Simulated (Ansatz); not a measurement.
Runs of Ansatz 0.2.0 on PbS. It takes space group R3m (No. 160, trigonal). The conventional cell has a = 4.225 Å, b = 4.225 Å, c = 10.356 Å, α = 90.00°, β = 90.00°, γ = 120.00°. Around Pb (site symmetry 3m) lie 6 S at 2.96 to 3.02 Å. S (site symmetry 3m) has 6 Pb at 2.96 to 3.02 Å as nearest neighbours. The cell is a database's computed one.

```tsv
task	level	cutoff (eV)	points for each segment of the path	gap on the mesh (eV)	pressure (GPa)	V0 of scaled cells (Å³/atom)	B0 (GPa)	largest force (eV/Å)
band structure	PBEsol	420	14	0.35	-2.0	-	-	0.01
band structure	LDA	420	14	(a)	-3.7	-	-	-
equation of state	PBEsol	420	-	-	-	(c)	(b)	-
equation of state	r2SCAN	500	-	-	-	26.68	58	-
band structure	r2SCAN	500	14	0.71	0.0	-	-	0.01
```

Alike in all rows: potentials or basis Ansatz PAW; no spin polarisation; cell as given; k mesh 8 × 8 × 8; smearing fermi-dirac 0.05 eV.

Q: Estimate the missing entries.

A: (a) 0.33; (b) 59; (c) 25.72.

Caveats: spin-orbit coupling is left out, which as a rule narrows the gap of such compounds by several tenths of an eV (some runs); the PAW data sets come from PBE, with cores solved anew for the run's functional, which leaves a small shift of forces and pressure (some runs); the cell was scaled at fixed shape and fractional positions, which overstates the stiffness of a crystal with free parameters, most of all of layers and chains (some runs); the PAW data sets were made with another functional, which shifts forces and pressure a little (some runs).

A k mesh can miss the band edges, and the runs leave out spin-orbit coupling on Pb.
